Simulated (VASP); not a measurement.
## BP in VASP: the effect of functional

The system is BP.

```
P B
1.0
     0.00000    2.26900    2.26900
     2.26900    0.00000    2.26900
     2.26900    2.26900    0.00000
P B
1 1
Direct
  0.75000 0.75000 0.75000
  0.00000 0.00000 0.00000
```

Alike in all runs:

* Program: VASP 6.6.1
* Task: band structure
* Cutoff: 520 eV
* k mesh: 10 × 10 × 10
* Occupations: fermi-dirac, width 0.05 eV
* Spin: no spin polarisation

Task: One run gave: gap on the mesh 2.08 eV. Which functional did it use?
A. TPSS
B. PBEsol
C. TB-mBJ
D. BLYP
E. AM05

Result: C.

```csv
functional,potentials or basis,gap on the mesh (eV)
LDA,"VASP PAW LDA potentials, release 64 (P, B)",1.19
PBE,"VASP PAW PBE potentials, release 64 (P, B)",1.24
PBEsol,"VASP PAW PBE potentials, release 64 (P, B)",1.13
RPBE,"VASP PAW PBE potentials, release 64 (P, B)",1.25
revPBE,"VASP PAW PBE potentials, release 64 (P, B)",1.24
BLYP,"VASP PAW PBE potentials, release 64 (P, B)",1.54
AM05,"VASP PAW PBE potentials, release 64 (P, B)",1.14
PW91,"VASP PAW PBE potentials, release 64 (P, B)",1.27
r2SCAN,"VASP PAW PBE potentials, release 64 (P, B)",1.45
SCAN,"VASP PAW PBE potentials, release 64 (P, B)",1.54
TPSS,"VASP PAW PBE potentials, release 64 (P, B)",1.26
TB-mBJ,"VASP PAW PBE potentials, release 64 (P, B)",2.08
```

A k mesh can miss the band edges.

Not every run made on this cell is shown here.
